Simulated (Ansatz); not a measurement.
# TiAl3: the cost of one run

Program: Ansatz 0.2.0. Level of theory: DFT r2SCAN, scalar-relativistic, plane waves, PAW. These are calculated values, not measurements.

1 further run of the same task is left out (set aside as unsound or not needed).

## 1. The structure to begin with

The structure is cubic, space group Pm-3m (No. 221). The conventional cell has a = 3.956 Å, b = 3.956 Å, c = 3.956 Å, α = 90.00°, β = 90.00°, γ = 90.00°. Around Ti (site symmetry m-3m) lie 12 Al at 2.80 Å. Around Al (site symmetry 4/mmm) lie 4 Ti at 2.80 Å and 8 Al at 2.80 Å.

Coordinates:

```cif
data_structure
_symmetry_space_group_name_H-M 'P 1'
_symmetry_Int_Tables_number 1
_cell_length_a 3.9557
_cell_length_b 3.9557
_cell_length_c 3.9557
_cell_angle_alpha 90.000
_cell_angle_beta 90.000
_cell_angle_gamma 90.000
_cell_volume 61.90
loop_
_atom_site_label
_atom_site_type_symbol
_atom_site_fract_x
_atom_site_fract_y
_atom_site_fract_z
_atom_site_occupancy
Ti1 Ti 0.00000 0.00000 0.00000 1
Al1 Al 0.50000 0.50000 0.00000 1
Al2 Al 0.50000 0.00000 0.50000 1
Al3 Al 0.00000 0.50000 0.50000 1
```

It goes back to an entry of the Materials Project, which need not be the stable form.

This cell was relaxed beforehand with the same method: volume 15.47 Å³/atom, gap on the mesh none (metal).

## 2. Static run: bands, density of states and charges

File input.yaml:

```yaml
crystal:
  lattice:
    - [3.95567125, 0.0, 0.0]
    - [0.0, 3.95567125, 0.0]
    - [0.0, 0.0, 3.95567125]
  atoms:
    - { symbol: Ti, position: [0.0, 0.0, 0.0] }
    - { symbol: Al, position: [0.5, 0.5, 0.0] }
    - { symbol: Al, position: [0.5, 0.0, 0.5] }
    - { symbol: Al, position: [0.0, 0.5, 0.5] }
basis:
  ecutwfc: 500
kpoints:
  mp_grid: { grid: [10, 10, 10] }
  band_path:
    path:
      - [[0.0, 0.0, 0.0], [0.0, 0.5, 0.0], [0.5, 0.5, 0.0], [0.0, 0.0, 0.0], [0.5, 0.5, 0.5], [0.0, 0.5, 0.0]]
      - [[0.5, 0.5, 0.5], [0.5, 0.5, 0.0]]
    npoints: 14
hamiltonian:
  xc: r2scan
scf:
  occupations: { method: gaussian, width: 0.1 }
  n_extra_bands: 10
output:
  forces: true
  stress: true
  eigenvalues: true
  populations: true
  dos: { projected: true, de: 0.02, nscf_kmesh: { grid: [15, 15, 15] } }
  bader: true
  write_density: true
  write_potential: true
  elf: true
  volumetric_format: npy
```

Run with:

```console
$ ansatz run input.yaml --threads 1 --pin off --max-ram 2560MiB --backend cpu --events-out ev --progress --plain --runs-dir out
```

**Question.** How long does this run take on 1 thread of Intel Xeon 6975P-C (Granite Rapids), shared host, and how much memory does it need?

About 23 s, with a peak of 0.54 GiB.
